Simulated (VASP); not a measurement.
A run of VASP 6.6.1 is set up as follows.

Contents of POSCAR:

```
Sb
1.0
    3.3545324186      0.0000000000      0.0000000000
   -1.6772662093      2.9051102923      0.0000000000
    0.0000000000      0.0000000000      5.4701606500
Sb
2
Direct
    0.6666666667      0.3333333333      0.7500000000
    0.3333333333      0.6666666667      0.2500000000
```

File INCAR.step1:

```
SYSTEM = Sb
PREC = Accurate ; ENCUT = 600
EDIFF = 1E-5 ; ISMEAR = 0
SIGMA = 0.05 ; LREAL = .False.
LASPH = .True. ; NELM = 80
ALGO = Normal ; LWAVE = .True.
LCHARG = .False. ; GGA = PE
```

The input INCAR.step2:

```
SYSTEM = Sb
PREC = Accurate ; ENCUT = 600
EDIFF = 1E-7 ; ISMEAR = 0
SIGMA = 0.05 ; LREAL = .False.
LASPH = .True. ; NELM = 80
ALGO = Normal ; ISIF = 3
LWAVE = .False. ; LCHARG = .False.
METAGGA = R2SCAN ; LHFCALC = .True.
AEXX = 0.5 ; LMIXTAU = .True.
PRECFOCK = Fast ; IBRION = 2
NSW = 60 ; EDIFFG = -0.01
ISTART = 1
```

The input KPOINTS:

```
regular mesh
0
Gamma
  5 5 3
  0 0 0
```

Potentials or basis: VASP PAW PBE potentials, release 64 (Sb).

Command:

```console
$ cat potpaw_PBE.64/Sb/POTCAR > POTCAR
$ cp INCAR.step1 INCAR
$ mpirun -np 1 vasp_std > vasp.out
$ cp INCAR.step2 INCAR
$ mpirun -np 1 vasp_std > vasp.out
```

**Question.** What does it give for the band gap on the k mesh?

**Answer.** None (metal or under the smearing width).

**Question.** Predict the relaxed volume.

**Answer.** 23.78 Å³/atom.

Final structure:
```cif
data_structure
_symmetry_space_group_name_H-M 'P 1'
_symmetry_Int_Tables_number 1
_cell_length_a 3.1974
_cell_length_b 3.1974
_cell_length_c 5.3724
_cell_angle_alpha 90.000
_cell_angle_beta 90.000
_cell_angle_gamma 120.000
_cell_volume 47.57
loop_
_atom_site_label
_atom_site_type_symbol
_atom_site_fract_x
_atom_site_fract_y
_atom_site_fract_z
_atom_site_occupancy
Sb1 Sb 0.66667 0.33333 0.75000 1
Sb2 Sb 0.33333 0.66667 0.25000 1
```

Caveat: the k mesh is coarse (spacing up to 0.43 Å⁻¹), so the values aren't converged, least of all with exact exchange; the PAW data sets were made with another functional, which shifts forces and pressure a little. Spin-orbit coupling is left out, which matters for the levels of Sb.
